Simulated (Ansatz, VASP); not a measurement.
One calculation of SnTe, two programs

```xyz
2
Lattice="0.0000 3.1509 3.1509 3.1509 0.0000 3.1509 3.1509 3.1509 0.0000" Properties=species:S:1:pos:R:3 pbc="T T T"
Sn    0.0000    0.0000    0.0000
Te    3.1509    3.1509    3.1509
```

Alike in both runs: task relaxation of cell and atoms; functional LDA; k mesh 10 × 10 × 10; occupations gaussian, width 0.01 eV; no spin polarisation.

|  | VASP | Ansatz |
| --- | --- | --- |
| version | VASP 6.6.1 | Ansatz 0.2.0 |
| potentials or method | VASP PAW LDA potentials, release 64 (Sn_d, Te) | scalar-relativistic, plane waves, PAW |
| plane-wave cutoff (eV) | 600 | 420 |
| valence electrons in the cell | 20 | 30 |

Ansatz gave:

- gap on the k mesh at the Fermi level, each at its own relaxed structure (eV): 0.20
- relaxed volume (Å³/atom): 30.32
- relaxed cell length with the largest relative difference (Å): 4.410
- energy change over the relaxation (meV/atom): -5

Estimate VASP's values.

gap on the k mesh at the Fermi level, each at its own relaxed structure (eV): 0.21; relaxed volume (Å³/atom): 30.36; relaxed cell length with the largest relative difference (Å): 4.412; energy change over the relaxation (meV/atom): -4.

The two sets of potentials don't hold the same shells in valence.

Caveats: spin-orbit coupling is left out, which moves the levels of the heavy elements. Zero-point motion and thermal expansion aren't in these numbers. LDA usually gives volumes a few per cent too small.
